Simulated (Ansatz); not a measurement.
Input and command of a plane-wave DFT calculation in Ansatz:

```yaml
crystal:
  lattice:
    - [4.7799675399, 0.0, 0.0]
    - [-2.38998377, 4.1395733188, 0.0]
    - [0.0, 0.0, 6.4236602892]
  atoms:
    - { symbol: Ta, position: [0.5, 0.0, 0.0] }
    - { symbol: Ta, position: [0.5, 0.5, 0.6666666667] }
    - { symbol: Ta, position: [0.0, 0.5, 0.3333333333] }
    - { symbol: Si, position: [0.1582725697, 0.3165451393, 0.0] }
    - { symbol: Si, position: [0.8417274303, 0.1582725697, 0.6666666667] }
    - { symbol: Si, position: [0.6834548607, 0.8417274303, 0.3333333333] }
    - { symbol: Si, position: [0.8417274303, 0.6834548607, 0.0] }
    - { symbol: Si, position: [0.1582725697, 0.8417274303, 0.6666666667] }
    - { symbol: Si, position: [0.3165451393, 0.1582725697, 0.3333333333] }
basis:
  ecutwfc: 500
kpoints:
  mp_grid: { grid: [12, 12, 6] }
hamiltonian:
  xc: r2scan
scf:
  occupations: { method: gaussian, width: 0.1 }
output:
  forces: true
  stress: true
  eigenvalues: true
relax:
  adjacent_minimum: "off"
  f_tol: 0.008
  max_steps: 40
```

```bash
ansatz run input.yaml --threads 2 --pin off --max-ram 5120MiB --backend cpu --events-out ev --progress --plain --runs-dir out
```

Processor: Intel(R) Xeon(R) Platinum 8375C CPU @ 2.90GHz (Ice Lake), 2 threads, on a host shared with other jobs.

Task: Estimate time, memory and problem size.

Result: About 71 s on 2 threads of Intel(R) Xeon(R) Platinum 8375C CPU @ 2.90GHz (Ice Lake), on a shared host, peak memory 0.89 GiB. It solves 41 bands at 76 k points (the mesh reduced by symmetry) with about 3185 plane waves, in 15 SCF iterations over 3 ionic steps.
